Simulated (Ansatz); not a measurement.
Program: Ansatz. Geometries: PBE0-D4/def2-TZVP. ΔE: electronic, gas phase. CBS: MP2 limit from def2 TZ/QZ plus the TZ coupled-cluster correction, frozen cores. This one scheme is used for every species. Functionals use def2-TZVPP. B3LYP here is the variant with VWN-RPA as its local correlation; programs differ in this. One conformer a species, not always the lowest.

Reaction (substitution at a C–C bond): `FCC(F)(F)F` + `NCF` → `FCNCF` + `FC(F)F`

```csv
level,ΔE (kJ/mol),difference from CCSD(T)/CBS
PBE-D4,2.8,-6.5
r2SCAN-D4,9.2,-0.1
PBE0-D4,5.3,-4.0
B3LYP-D4,3.6,-5.7
ωB97X-V,7.5,-1.8
ωB97M-V,9.3,0.0
B2PLYP,4.8,-4.5
PBE,3.4,-5.9
r2SCAN,9.4,0.1
PBE0,5.8,-3.5
B3LYP,4.5,-4.8
HF/def2-TZVPP,8.3,-1.0
MP2/def2-TZVPP,4.4,-4.9
SCS-MP2/def2-TZVPP,4.9,-4.4
CCSD/def2-TZVPP,7.5,-1.8
CCSD(T)/def2-TZVPP,6.8,-2.5
HF/def2-QZVPP,8.4,-0.9
MP2/def2-QZVPP,5.9,-3.4
SCS-MP2/def2-QZVPP,6.3,-3.0
HF/CBS(def2),8.5,-0.8
MP2/CBS(def2),6.9,-2.4
CCSD/CBS(def2),10.1,0.8
CCSD(T)/CBS,9.3,0
```

Largest T1 diagnostic among the species: 0.012.

CCSD(T)/CBS has its own doubt, a few kJ/mol and more with outer-core shells, so smaller differences from it don't rank the levels.
